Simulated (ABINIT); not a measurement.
Runs of ABINIT 10.8.3 (patched build) on Os. Symmetry: P6_3/mmc, No. 194, hexagonal system. Conventional cell: a = 2.734 Å, b = 2.734 Å, c = 4.320 Å, α = 90.00°, β = 90.00°, γ = 120.00°. Around Os (site symmetry -6m2) lie 12 Os at 2.68 to 2.73 Å. 

```tsv
task	level	potentials or basis	spin	cell	k mesh	cutoff (eV)	fine-grid cutoff	cell freedom (optcell)	cutoff smearing ecutsm (Ha)	optimiser (ionmov)	force stop (Ha/bohr)	gap on the mesh (eV)	pressure (GPa)	V0 of scaled cells (Å³/atom)	B0 (GPa)
equation of state	LDA	JTH PAW LDA v2.0	off	as given	11 × 11 × 6	571	1142.88 eV	-	-	-	-	-	-	13.71	454
band structure	PBE	SPMS NC PBE v1.0	off	as given	11 × 11 × 6	816	-	-	-	-	-	none	9.0	-	-
relaxation of cell and atoms	LDA-VWN	JTH PAW LDA v2.0	off	relaxed	11 × 11 × 6	408	816.342 eV	2	0.5	2	5e-05	none	0.0	-	-
band structure	LDA-Teter	JTH PAW LDA v2.0	SOC, no magnetisation	as given	11 × 11 × 6	408	816.342 eV	-	-	-	-	none	-8.6	-	-
single point	LDA	JTH PAW LDA v2.0	off	as given	9 × 9 × 5	408	816.342 eV	-	-	-	-	none	(b)	-	-
single point	PBE	JTH PAW PBE v2.0	off	as given	14 × 14 × 8	408	816.342 eV	-	-	-	-	none	(a)	-	-
band structure	HCTH407	JTH PAW PBE v2.0	SOC, no magnetisation	as given	11 × 11 × 6	408	816.342 eV	-	-	-	-	none	-8.8	-	-
single point	LDA	JTH PAW LDA v2.0	off	as given	14 × 14 × 8	408	816.342 eV	-	-	-	-	none	-8.8	-	-
single point	PBE	JTH PAW PBE v2.0	off	as given	9 × 9 × 5	408	816.342 eV	-	-	-	-	none	8.5	-	-
relaxation of cell and atoms	PBE+D3(BJ)	JTH PAW PBE v2.0	off	relaxed to 1 GPa	11 × 11 × 6	408	816.342 eV	2	0.5	2	0.0005	none	1.0	-	-
equation of state	LDA	JTH PAW LDA v2.0	off	as given	11 × 11 × 6	408	816.342 eV	-	-	-	-	-	-	13.71	455
```

Alike in all rows: smearing fermi-dirac 0.05 eV.

Q: Estimate the missing entries.

A: (a) 8.8; (b) -9.1.

Caveats: the atomic spheres overlap (some runs); pressures at fixed basis lie under the slope of the energies (some runs); the cell was scaled at fixed shape and fractional positions, which overstates the stiffness of a crystal with free parameters, most of all of layers and chains (some runs); spin-orbit coupling is left out, which moves the levels of the heavy elements (some runs); the PAW data sets were made with another functional, which shifts forces and pressure a little (some runs); pairwise dispersion overbinds metals, which lowers pressure and volume (some runs).

A k mesh can miss the band edges, and rows without SOC leave out spin-orbit coupling on Os.

A gap of «none» marks a metal or a gap under the smearing width.

The runs don't all hold the same shells in valence.
